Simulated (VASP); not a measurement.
Here is a VASP 6.6.1 calculation.

INCAR

```
SYSTEM = Na2S
  PREC = Accurate
  ENCUT = 520
  EDIFF = 1E-6
  ISMEAR = 1
  SIGMA = 0.1023
  LREAL = .FALSE.
  LASPH = .TRUE.
  NELM = 100
  ALGO = Normal
  ISIF = 2
  LWAVE = .FALSE.
  LCHARG = .FALSE.
  GGA = CA
  NBANDS = 17
```

The input KPOINTS:

```
Automatic mesh
0
G
  8 8 8
  0 0 0
```

File POSCAR:

```
Na2S
1.0
    0.0000000000      2.8829592964      2.8829592964
    2.8829592964      0.0000000000      2.8829592964
    2.8829592964      2.8829592964      0.0000000000
S Na
1 2
Direct
    0.0000000000      0.0000000000      0.0000000000
    0.2500000000      0.2500000000      0.2500000000
    0.7500000000      0.7500000000      0.7500000000
```

Potentials or basis: VASP PAW LDA potentials, release 64 (S, Na_pv).

Command:

```bash
$ cat potpaw_LDA.64/S/POTCAR potpaw_LDA.64/Na_pv/POTCAR > POTCAR
$ mpirun -np 1 vasp_std > vasp.out
```

(1) Estimate the band gap on the k mesh.

(2) Estimate the pressure.

Results:

(1) 3.63 eV, indirect (least direct gap 3.73 eV).

(2) 20.2 GPa.

Caveat: so large a pressure means that the cell lies far from this level's equilibrium, or that cutoff or potentials fall short.
